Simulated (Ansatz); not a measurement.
# HfO2 (Fm-3m) in Ansatz: relaxation of cell and atoms with PBE

Aim: the relaxation of cell and atoms of HfO2 with PBE.

Everything below comes from runs of Ansatz 0.2.0. Logs are shortened: lines on timing, memory, paths and dates and some standing lists are left out, and cuts for length are marked.

## (1) The structure

The structure is cubic, space group Fm-3m (No. 225). The conventional cell has a = 5.115 Å, b = 5.115 Å, c = 5.115 Å, α = 90.00°, β = 90.00°, γ = 90.00°. Hf (site symmetry m-3m) has 8 O at 2.21 Å as nearest neighbours. Around O (site symmetry -43m) lie 4 Hf at 2.21 Å.

Measurements of this composition are mostly on another form, of space group No. 14.

## (2) Relaxation of cell and atoms, PBE, target pressure 30 GPa, at which the enthalpy is minimised

The input, input.yaml:

```yaml
crystal:
  lattice:
    - [0.0, 2.5575, 2.5575]
    - [2.5575, 0.0, 2.5575]
    - [2.5575, 2.5575, 0.0]
  atoms:
    - { symbol: Hf, position: [0.0, 0.0, 0.0] }
    - { symbol: O, position: [0.75, 0.75, 0.75] }
    - { symbol: O, position: [0.25, 0.25, 0.25] }
hamiltonian:
  xc: pbe
  pseudopotentials: { kind: paw }
kpoints:
  mp_grid: { grid: [9, 9, 9] }
scf:
  occupations: { method: fermi_dirac, width: 0.05 }
output:
  forces: true
  stress: true
  eigenvalues: true
relax:
  f_tol: 0.01
  max_steps: 40
  cell: { stress_tol: 0.05, p_target: 30.0 }
```

Potentials or basis: Ansatz PAW.

Launch:

```
> ansatz run input.yaml --threads 2 --pin off --max-ram 5632MiB --backend cpu --events-out ev --progress --plain --runs-dir out
```

What it wrote:

```text
Warning: RAYON_NUM_THREADS=2 ignored (pool sized by the plan → 2); use --threads N
Engine: ansatz 0.2.0, aarch64-unknown-linux-gnu
Pseudopotentials: kind: paw
Pseudopotential: Hf, paw, valence charge 26, recommended cutoff 420 eV (normal), Hf.paw.azcp
Pseudopotential: O, paw, valence charge 6, recommended cutoff 420 eV (normal), O.paw.azcp
Functional definition: PBE
  parameter kappa = 0.804
  parameter beta = 0.06672455060314922
  exchange = pbe_x(kappa = kappa, mu = beta*pi^2/3)
  correlation = pbe_c(beta = beta)
Crystal: 3 atoms, lattice volume = 33.456 Å³
Basis set: ecut = 420 eV, 645 PW (Γ), exchange–correlation on 50×50×50 points (8 copies of the dense FFT grid, shifted against one another)
Bands: 23, of which v1, the nominal top of the filled ones, is band 19 counted from 1 (18 counted from 0)
Symmetry: 48 space group operations
Space group: Fm-3m (ITA 225), of the structure as read, at distance tolerance 3.2e-5 Å
k-points: 35 of 729
Non-local potential: Hf, projectors of the file, l = 0: 3, l = 1: 2, l = 2: 2, l = 3: 3
Non-local potential: O, projectors of the file, l = 0: 2, l = 1: 2, l = 2: 1
PAW form: soft (Blöchl's): semilocal exchange-correlation on the pseudo side does not see the compensation charge
PAW one-centre angular grid: Hf, 590 points (default); XC on 64 Gauss nodes
PAW one-centre angular grid: O, 110 points (default); XC on 64 Gauss nodes
Initial density: superposition of atomic densities (neutral atoms: chi_scale 0, normalization atom), corrected by the library's trained network
Initial wavefunctions: pseudopotential atomic-orbital guess
Functional: x = pbe(κ = 0.804, μ = 0.2195149727645171), c = pbe(β = 0.06672455060314922)
SCF iter   1: F=—  HF=-16861.406440 eV  |F-HF|=—  |Δ(HF+E_count)|=         —  Δρ=2.41e-3  dr2=1.40e-3  ethr=1.77e-3  ⟨swp⟩=4.5  Hψ=2935  notcnv=0
preconditioner: auto → none  [insulator: Δε(μ)=3.846 eV  Ē_g=18.148 eV  σ=0.050 eV  W_gap=1.00  n_scr=14 (ndim 8)  ℏωp=38.5 eV  f_vac=0.066  D(μ)=0.00/eV (n_scr^D=0)  ε∞_Penn≈5.5]
SCF iter   2: F=—  HF=-16861.407367 eV  |F-HF|=—  |Δ(HF+E_count)|=   9.27e-4  Δρ=1.83e-3  dr2=8.15e-4  ethr=3.69e-6  ⟨swp⟩=2.0  Hψ=1671  notcnv=0
SCF iter   3: F=—  HF=-16861.407256 eV  |F-HF|=—  |Δ(HF+E_count)|=   1.12e-4  Δρ=6.76e-4  dr2=5.71e-5  ethr=2.15e-6  ⟨swp⟩=2.0  Hψ=1150  notcnv=0
SCF iter   4: F=—  HF=-16861.407536 eV  |F-HF|=—  |Δ(HF+E_count)|=   2.80e-4  Δρ=1.22e-4  dr2=4.20e-6  ethr=1.50e-7  ⟨swp⟩=2.0  Hψ=1435  notcnv=0
SCF iter   5: F=—  HF=-16861.407535 eV  |F-HF|=—  |Δ(HF+E_count)|=   7.52e-7  Δρ=5.51e-5  dr2=6.62e-7  ethr=1.11e-8  ⟨swp⟩=2.1  Hψ=1061  notcnv=0
SCF iter   6: F=-16861.407535 eV  HF=-16861.407535 eV  |F-HF|=5.85e-8  |Δ(HF+E_count)|=   8.75e-8  Δρ=1.04e-5  dr2=1.70e-8  ethr=2.63e-10  ⟨swp⟩=3.3  Hψ=3671  notcnv=0
SCF 1 converged in 6 iterations: F = -16861.407535 eV  dr2 = 1.70e-8
[... 68 lines left out ...]
SCF iter   4: F=—  HF=-16861.141868 eV  |F-HF|=—  |Δ(HF+E_count)|=   7.85e-9  Δρ=4.61e-6  dr2=5.40e-9  ethr=2.00e-11  ⟨swp⟩=2.0  Hψ=1330  notcnv=0
SCF iter   5: F=—  HF=-16861.141868 eV  |F-HF|=—  |Δ(HF+E_count)|=  9.31e-10  Δρ=6.31e-7  dr2=6.98e-11  ethr=1.42e-11  ⟨swp⟩=2.0  Hψ=1252  notcnv=0
SCF iter   6: F=-16861.141868 eV  HF=-16861.141868 eV  |F-HF|=1.46e-11  |Δ(HF+E_count)|=  3.64e-12  Δρ=1.60e-7  dr2=2.79e-12  ethr=1.00e-12  ⟨swp⟩=5.9  Hψ=3939  notcnv=0
SCF 7 converged in 6 iterations: F = -16861.141868 eV  dr2 = 2.79e-12
relax step   7: F+E_penalty+E_count = -16861.14186832 eV  Δ(F+E_penalty+E_count) = +4.183e-4 eV  max|allowed force component| = 9.445e-18 eV/Å  Δτ_max = 0.0000 Å  P = +30.000 GPa  Ω = 29.992 Å³  stress off target by 3.31e-4 GPa  SCF on the basis re-selected at this cell (its energy is not comparable with the rows above)  (6 SCF iters)
basis re-selected at this cell: Δ(F+E_penalty+E_count) = +4.183e-4 eV, ΔP = -0.015 GPa vs the last step (what re-selecting the basis moved, of the pressure what is left beyond the Pulay correction that the steps carried, after the strain that the cell walked since its last selection, with what the two solves' SCF thresholds leave and, on support functions, any second-order correction that the steps lacked; it is no measure of the basis error at this ecutwfc). This SCF's stress stands 3.31e-4 GPa from its target on what of the cell is left free (relax.cell.stress_tol is 5.00e-2 GPa) and its largest allowed force component is 9.44e-18 eV/Å (relax.f_tol is 1.00e-2 eV/Å): within both
SCF converged after 6 iterations
Free energy (F): -16861.141868 eV
Harris-Foulkes:  -16861.141868 eV  (|F-HF|=1.46e-11)
Internal energy: -16861.141868 eV  (E = F + TS)
E sigma→0 (E₀):  -16861.141868 eV
Fermi energy:    19.823514 eV
--- Per-component energies (eV) ---
  E_band       = 124.760490
  E_kinetic    = 780.672546
  E_local      = -5495.414833  (includes V_loc(G=0)·N_el)
  E_nonlocal   = -1145.953199
  E_hartree    = 2545.981111
  E_xc         = -450.203289
  E_vxc        = -458.125853  (∫ρ·V_xc dr)
  E_paw        = -7244.763667  (= ΣΔE_a)
  E_vpaw       = 1351.614670  (= ΣTr[D̂ρ^β])
  E_aug_tail   = 0.004995  (compensation charges beyond the density's cutoff)
  E_ewald      = -5851.465532
  E_smearing   = -0.000000  (= −TS)
  E_closure    = 0.000000  (closes the sum)
  Σ components = -16861.141868   (vs F -16861.141868, Δ=0.00e0)
--- Forces (eV/Å), atoms counted from 1 ---
  atom   1  Hf     0.00000000    -0.00000000     0.00000000
  atom   2  O     -0.00000000    -0.00000000    -0.00000000
  atom   3  O      0.00000000     0.00000000     0.00000000
  max |Σ_I F_I| component: 4.63e-18 eV/Å
--- Stress (GPa, compression-positive) ---
       29.999669       0.000000      -0.000000
        0.000000      29.999669       0.000000
       -0.000000       0.000000      29.999669
  P = ⅓ Tr σ = 29.9997 GPa (299.997 kbar)
--- Band table (eV; the first three rows and the last of 35) ---
  k-point 0: bands = ["-42.8443", "-11.4262", "-11.4262", "-11.4262", "-1.5069", "1.7293", "7.3090", "7.3090", "7.3090", "7.3977", "7.3977", "7.3977", "7.6512", "11.8699", "11.8699", "11.8699", "17.1594", "17.1594", "17.1594", "21.8656", "21.8656", "24.2430", "29.3059"]
  k-point 1: bands = ["-42.8417", "-11.5098", "-11.4349", "-11.4349", "-1.3025", "1.5901", "7.3127", "7.3127", "7.3127", "7.3905", "7.3905", "7.3978", "7.5953", "12.0084", "12.0084", "12.2849", "16.7819", "16.8948", "16.8948", "22.1464", "22.1464", "24.7326", "28.6153"]
  k-point 2: bands = ["-42.8350", "-11.7111", "-11.4565", "-11.4565", "-0.8061", "1.2985", "7.3207", "7.3207", "7.3252", "7.3760", "7.3760", "7.3983", "7.4956", "12.3584", "12.3584", "13.2651", "15.9670", "16.3847", "16.3847", "22.6300", "22.6300", "25.3685", "27.8760"]
  k-point 34: bands = ["-42.8147", "-11.9143", "-11.8147", "-11.5998", "0.7184", "0.7844", "7.3314", "7.3357", "7.3493", "7.3504", "7.3598", "7.3826", "7.3924", "12.0273", "12.5158", "14.7398", "15.1910", "16.3256", "17.4257", "22.8465", "23.3559", "25.6434", "25.8045"]
--- Relaxed structure (5 steps of the walk, 5 accepted, 2 SCFs on fresh bases) ---
  F+E_penalty+E_count = -16861.14186832 eV   max|allowed force component| = 9.445e-18 eV/Å   (the final SCF, on the basis selected at the relaxed cell)
  cell:  # Å, volume = 29.9921 Å³
    - [6.353292148033837e-34, 2.465995737367577, 2.465995737367577]
    - [2.465995737367577, 1.28180438250815e-34, 2.465995737367577]
    - [2.465995737367577, 2.465995737367577, -1.8072647679176545e-34]
  atoms:
    - { symbol: Hf, position: [-4.1333685577561713e-35, 4.002630400349631e-35, 4.832000586397375e-35] }
    - { symbol: O, position: [0.7500000000000001, 0.7500000000000001, 0.7500000000000001] }
    - { symbol: O, position: [0.25, 0.25, 0.25] }
```

Wall time 6.5 s (2 threads of Arm Neoverse V1, shared host); peak memory 0.32 GiB.

What came out:

```yaml
Free_energy: -16861.1419 eV
Relaxed_volume: 10.00 Å³/atom
Relaxed_cell: a = 3.487 Å, b = 3.487 Å, c = 3.487 Å, α = 60.00°, β = 60.00°, γ = 60.00°
Space_group_after_relaxing_to_0.05_Å: Fm-3m (No. 225)
Energy_change_on_relaxing_the_enthalpy_is_what_falls: +88.6 meV/atom
Ionic_steps: 7
Pressure_after_relaxing: 30.0 GPa
Band_gap_on_the_k_mesh: 4.10 eV, indirect (least direct gap 4.23 eV)
```

Step by step:
```
step  energy change (eV)  largest force (eV/Å)  volume (Å³)
   1              0.0000                0.0000        33.46
   2              0.5349                0.0000        28.80
   3              0.2105                0.0000        30.24
   4              0.2432                0.0000        30.05
   5              0.2541                0.0000        30.05
   6              0.2652                0.0000        29.99
   7              0.2657                0.0000        29.99
```

Final structure:
```cif
data_structure
_symmetry_space_group_name_H-M 'P 1'
_symmetry_Int_Tables_number 1
_cell_length_a 3.4874
_cell_length_b 3.4874
_cell_length_c 3.4874
_cell_angle_alpha 60.000
_cell_angle_beta 60.000
_cell_angle_gamma 60.000
_cell_volume 29.99
loop_
_atom_site_label
_atom_site_type_symbol
_atom_site_fract_x
_atom_site_fract_y
_atom_site_fract_z
_atom_site_occupancy
Hf1 Hf 0.00000 0.00000 0.00000 1
O1 O 0.75000 0.75000 0.75000 1
O2 O 0.25000 0.25000 0.25000 1
```

Levels at points of the mesh, in eV from the valence-band top:
| k point | band 15 | band 16 | band 17 | band 18 | band 19 | band 20 | band 21 | band 22 | band 23 |
| --- | --- | --- | --- | --- | --- | --- | --- | --- | --- |
| (0.00, 0.00, 0.00) | -5.89 | -5.89 | -0.60 | -0.60 | -0.60 | 4.10 | 4.10 | 6.48 | 11.54 |

Caveat: odd divisions of the mesh miss points on the zone boundary, where band edges often lie, so the gap on the mesh can be too wide; the plane-wave basis is chosen anew once the cell has moved, so the energies of steps on either side of that aren't comparable; the pressure holds a Pulay correction of +1.0 GPa for the finite cutoff; spin-orbit coupling is left out, which moves the levels of the heavy elements. A k mesh can miss the band edges.
